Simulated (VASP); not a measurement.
C: relaxation of cell and atoms with AM05

Crystal: C.

```
C
1.0
     0.00000    1.78337    1.78337
     1.78337    0.00000    1.78337
     1.78337    1.78337    0.00000
C
2
Cartesian
  2.6751 2.6751 2.6751
  1.7834 1.7834 1.7834
```

This isn't the form of C at room conditions, which is graphite.

```
Program                : VASP 6.6.1
Task                   : relaxation of cell and atoms
Functional             : AM05
Potentials or basis    : VASP PAW PBE potentials, release 64 (C)
Cutoff                 : 600 eV
k mesh                 : 13 × 13 × 13
Occupations            : fermi-dirac, width 0.05 eV
Spin                   : no spin polarisation
Further INCAR settings : ALGO = Normal; EDIFF = 1e-06; IBRION = 2; EDIFFG = -0.01; NSW = 60; ISIF = 3
```

```
Relaxed volume                         : 5.60 Å³/atom
Relaxed cell                           : a = 2.511 Å, b = 2.511 Å, c = 2.511 Å, α = 60.00°, β = 60.00°, γ = 60.00°
Space group after relaxing (to 0.05 Å) : Fd-3m (No. 227)
Energy gained by relaxing              : 1.3 meV/atom
Ionic steps                            : 3
Pressure after relaxing                : 0.0 GPa
Band gap on the k mesh                 : 4.05 eV, indirect (least direct gap 5.55 eV)
```

The path:
```tsv
step	energy change (eV)	largest force (eV/Å)	pressure (GPa)	volume (Å³)
1	0.0000	0.0000	-5.63	11.34
2	0.0016	0.0000	7.52	11.02
3	-0.0026	0.0000	-0.03	11.20
```

Final structure:
```
C
1.0
     0.00000    1.77581    1.77581
     1.77581    0.00000    1.77581
     1.77581    1.77581    0.00000
C
2
Cartesian
  2.6637 2.6637 2.6637
  1.7758 1.7758 1.7758
```

Levels at points of the mesh, in eV from the valence-band top:
| k point | band 2 | band 3 | band 4 | band 5 | band 6 | band 7 |
| --- | --- | --- | --- | --- | --- | --- |
| (0.00, 0.00, 0.00) | 0.00 | 0.00 | 0.00 | 5.55 | 5.55 | 5.55 |

Wall time 13 s on 1 thread of Intel(R) Xeon(R) Platinum 8488C (Sapphire Rapids), with other jobs on the host, peak memory 0.11 GiB.

The cell as given is a measured one (5.67 Å³/atom); AM05 puts the equilibrium volume -1.3 % from it, thermal expansion not counted.

Caveat: the PAW data sets were made with another functional, which shifts forces and pressure a little; an odd mesh through Γ misses points on the zone boundary, where band edges often lie.
